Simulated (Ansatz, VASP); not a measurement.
**Two plane-wave programs on NaCl**

Contents of INCAR:

```
SYSTEM = NaCl
  PREC = Accurate
  ENCUT = 520
  EDIFF = 1E-7
  ISMEAR = 0
  SIGMA = 0.05
  LREAL = .False.
  LASPH = .True.
  NELM = 100
  ALGO = Normal
  ISIF = 2
  LWAVE = .False.
  LCHARG = .False.
  GGA = PS
  NBANDS = 14
```

KPOINTS

```
regular mesh
0
Gamma
  6 6 6
  0 0 0
```

The input POSCAR:

```
NaCl
1.0
    3.5021900000      0.0000000000      0.2297436640
    0.0000000000      3.5021900000      0.0000000000
    0.2297436640      0.0000000000      3.5021900000
Na Cl
1 1
Direct
    0.0000000000      0.0000000000      0.0000000000
    0.5000000000      0.5000000000      0.5000000000
```

Input for Ansatz:

```yaml
crystal:
  lattice:
    - [3.50219, 0.0, 0.229743664]
    - [0.0, 3.50219, 0.0]
    - [0.229743664, 0.0, 3.50219]
  atoms:
    - { symbol: Na, position: [0.0, 0.0, 0.0] }
    - { symbol: Cl, position: [0.5, 0.5, 0.5] }
basis:
  ecutwfc: 420
kpoints:
  mp_grid: { grid: [6, 6, 6] }
hamiltonian:
  xc: pbesol
scf:
  occupations: { method: gaussian, width: 0.05 }
output:
  forces: true
  stress: true
  eigenvalues: true
```

Change from the starting cell: strain +0.1312 x Voigt [0, 0, 0, 0, 1, 0], atoms carried along.

Alike in both runs: task single point; functional PBEsol; k mesh 6 × 6 × 6; occupations gaussian, width 0.05 eV; no spin polarisation.

```csv
,VASP,Ansatz
version,VASP 6.6.1,Ansatz 0.2.0
potentials or method,"VASP PAW PBE potentials, release 64 (Na_pv, Cl)","scalar-relativistic, plane waves, PAW"
plane-wave cutoff (eV),520,420
valence electrons in the cell,14,16
```

|  | VASP | Ansatz | Ansatz less VASP |
| --- | --- | --- | --- |
| gap on the k mesh at the Fermi level (eV) | 3.92 | 3.92 | +0.004 |
| least direct gap on the mesh (eV) | 4.21 | 4.21 | +0.002 |
| pressure (GPa) | -0.8 | -0.8 | 0.00 |
| largest component of the traceless stress (GPa) | 0.21 | 0.23 | +0.017 |

The two sets of potentials don't hold the same shells in valence.

Caveats: the PAW data sets were made with another functional, which shifts forces and pressure a little (VASP). A k mesh can miss the band edges.
